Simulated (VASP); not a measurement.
A run of VASP 6.6.1 is set up as follows.

INCAR

```
PREC     = Accurate       # precision mode
ENCUT    = 520            # plane-wave cutoff, eV
EDIFF    = 1E-6           # SCF threshold, eV
ISMEAR   = -1             # smearing method
SIGMA    = 0.05           # smearing width, eV
LREAL    = F              # projectors in reciprocal space
LASPH    = T              # aspherical terms in the spheres
NELM     = 100            # most SCF steps
ALGO     = Normal         # electronic algorithm
ISIF     = 2              # what is computed and relaxed
LWAVE    = F              # write WAVECAR
LCHARG   = F              # write CHGCAR
GGA      = PE             # functional
IVDW     = 13             # dispersion correction
NBANDS   = 17             # bands
```

Contents of KPOINTS:

```
Automatic mesh
0
Gamma
  8 8 8
```

The input POSCAR:

```
PbSe
1.0
    0.0000000000      3.0668100241      3.0668100241
    3.0668100241      0.0000000000      3.0668100241
    3.0668100241      3.0668100241      0.0000000000
Pb Se
1 1
Direct
    0.0000000000      0.0000000000      0.0000000000
    0.5000000000      0.5000000000      0.5000000000
```

Potentials or basis: VASP PAW PBE potentials, release 64 (Pb_d, Se).

Run with:

```bash
$ cat potpaw_PBE.64/Pb_d/POTCAR potpaw_PBE.64/Se/POTCAR > POTCAR
$ mpirun -np 1 vasp_std > vasp.out
```

(1) Predict the dispersion energy per atom.

(2) What does it give for the band gap on the k mesh?

## Answers

(1) -0.397 eV.

(2) 0.31 eV, direct.

Caveat: spin-orbit coupling is left out, which moves the levels of the heavy elements.

**Experimental background.**

A printed reference work, monograph reports, for a bulk crystal of PbSe at 4.2 K: band gap 0.15 eV (direct).

Measured gap of PbSe: 0.15 eV (direct; 4.2 K; a printed reference work, monograph). This calculation gives 0.31 eV (+0.16 eV). 2 values of this kind are on record (0.15 to 0.28 eV); this one was drawn at random. Spin-orbit coupling on Pb, Se is left out. The value is that of PBE+D4 on a finite k mesh, which can miss the band edges, without temperature or zero-point motion.
